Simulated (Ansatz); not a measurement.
## Calculated ¹⁷O NMR of the central transition for SiO₂

Cell: a computed structure from the Materials Project (it need not be an observed phase), taken as it stands.

```cif
data_SiO2
_symmetry_space_group_name_H-M 'Ia-3d'
_symmetry_Int_Tables_number 230
_cell_length_a 10.1309
_cell_length_b 10.1309
_cell_length_c 10.1309
_cell_angle_alpha 90.000
_cell_angle_beta 90.000
_cell_angle_gamma 90.000
loop_
_atom_site_label
_atom_site_type_symbol
_atom_site_symmetry_multiplicity
_atom_site_Wyckoff_symbol
_atom_site_fract_x
_atom_site_fract_y
_atom_site_fract_z
Si Si 24 d 0.7500 0.1250 0.0000
O O 48 g 0.3750 0.2823 0.0323
```

One atom of each set is listed; the run and its k-mesh use a cell of 36 atoms with edges of 8.77, 8.77, 8.77 Å.

Method: Kohn–Sham DFT in Ansatz, r2SCAN, plane waves and PAW, scalar-relativistic, 500 eV cutoff, Γ-centred 4×4×4 k-points, Fermi–Dirac smearing 0.02 eV.

¹⁷O has I = 5/2 and Q = -25.58 mb (Pyykkö 2018); at 11.7 T its Larmor frequency is ν₀ = 67.6 MHz. Only the quadrupole interaction is simulated: positions count from each site's isotropic chemical shift, and J coupling is left out, as are shift anisotropy and dipolar coupling, which fast spinning averages.

(1) Give C_Q, η, the quadrupolar product P_Q = |C_Q|(1 + η²/3)^½, the second-order isotropic shift and the breadth of the pattern (fast magic-angle spinning) for each O site.

Answers

(1) 

```json
{"site": "O", "first shell": "2 Si at 1.61 Å, angle 149°", "C_Q (MHz)": "-5.79", "η": "0.09", "P_Q (MHz)": "5.79", "δ_QIS (ppm)": "-44.1", "breadth (kHz)": "6.57"}
```

δ_QIS = −(ν_Q²/30ν₀²)[I(I+1) − 3/4](1 + η²/3) × 10⁶ ppm with ν_Q = 3|C_Q|/[2I(2I−1)]; it falls as 1/B₀² in ppm, and the breadth as 1/B₀ in kHz.

At O V_zz runs parallel to the line that joins its two neighbours (within 1°).
